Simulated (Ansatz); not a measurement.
Rows from a G0W0 calculation on PbI2 (P-3m1) (Ansatz 0.2.0; G0W0 on PBE, plane waves, PAW; 6×6×2 mesh, 522 empty bands, screening to 150 eV), in eV. Spin-orbit coupling is left out.

```tsv
row	k	band	start	Σx	Σc at the solution	Vxc
A	(0.000, 0.000, -0.500)	c2	8.331	-8.327	-3.525	-12.048
B	(0.000, 0.000, -0.500)	c1	7.379	-7.435	-3.453	-10.990
C	(0.000, 0.000, -0.500)	v1	5.163	-17.254	1.058	-15.345
D	(0.000, 0.000, -0.500)	v2	4.401	-17.446	1.781	-14.729
```

**Question.** Work out each quasiparticle level and how far it moved.

The quasiparticle equation reads E = start + Σx + Σc(E) − Vxc.

```tsv
row	E (eV)	shift (eV)
A	8.526	+0.195
B	7.481	+0.102
C	4.312	−0.851
D	3.465	−0.937
```

The gap over the computed points goes from 2.22 eV to 3.17 eV.

Limits: not at the basis limit; no spin-orbit coupling; coarse k mesh.

[Paths, hosts, dates, memory and timing lines, banners, echoed tables and standing remarks are left out of the program output.]

[Logs are printed without paths, hosts, clocks, repeated set-up lines and the standing remarks that a program may print on its own settings, such as how far it seeks lower states.]

[Runs of the session that timed out or met a known fault of the program may be left out.]

[Cells called generated may have been cut or substituted from an entry of the Crystallography Open Database or the Materials Project.]

[Hosts, paths, dates, database ids (printed as entryN), source tags and the programs' standing remarks are cut or masked in the printed files.]
